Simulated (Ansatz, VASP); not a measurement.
This is a calculation of SnTe for VASP 6.6.1.

File INCAR:

```
SYSTEM = SnTe
  PREC = Accurate
  ENCUT = 520
  EDIFF = 1E-6
  ISMEAR = 0
  SIGMA = 0.020999999999999998
  LREAL = .FALSE.
  LASPH = .TRUE.
  NELM = 80
  ALGO = Normal
  ISIF = 2
  LWAVE = .FALSE.
  LCHARG = .TRUE.
  GGA = PE
  LELF = .TRUE.
  LVHAR = .TRUE.
```

The input KPOINTS:

```
regular mesh
0
G
  7 7 7
  0 0 0
```

File POSCAR:

```
SnTe
1.0
    0.0000000000      3.1508500000      3.1508500000
    3.1508500000      0.0000000000      3.1508500000
    3.1508500000      3.1508500000      0.0000000000
Te Sn
1 1
Direct
    0.5000000000      0.5000000000      0.5000000000
    0.0000000000      0.0000000000      0.0000000000
```

Potentials or basis: VASP PAW PBE potentials, release 64 (Te, Sn_d).

Run with:

```bash
$ cat potpaw_PBE.64/Te/POTCAR potpaw_PBE.64/Sn_d/POTCAR > POTCAR
$ mpirun -np 1 vasp_std > vasp.out
```

Problem. Set up the same calculation for Ansatz 0.2.0. Potentials there: Ansatz PAW.

Solution. As run (the cutoff follows the program's own potentials):

File input.yaml:

```yaml
crystal:
  lattice:
    - [0.0, 3.15085, 3.15085]
    - [3.15085, 0.0, 3.15085]
    - [3.15085, 3.15085, 0.0]
  atoms:
    - { symbol: Te, position: [0.5, 0.5, 0.5] }
    - { symbol: Sn, position: [0.0, 0.0, 0.0] }
hamiltonian:
  xc: pbe
  pseudopotentials: { kind: paw }
kpoints:
  mp_grid: { grid: [7, 7, 7] }
scf:
  occupations: { method: gaussian, width: 0.021 }
output:
  forces: true
  stress: true
  eigenvalues: true
```

Potentials or basis: Ansatz PAW.

Launch:

```bash
$ ansatz run input.yaml --threads 2 --pin off --max-ram 5632MiB --backend cpu --events-out ev --progress --plain --runs-dir out
```

Both were run:

|  | VASP | Ansatz | Ansatz less VASP |
| --- | --- | --- | --- |
| gap on the k mesh at the Fermi level (eV) | 0.66 | 0.66 | +0.001 |
| least direct gap on the mesh (eV) | 0.66 | 0.66 | +0.001 |
| pressure (GPa) | 2.2 | 2.2 | +0.06 |

The two sets of potentials don't hold the same shells in valence.

The runs have no spin-orbit coupling, so splittings on Te are missing.
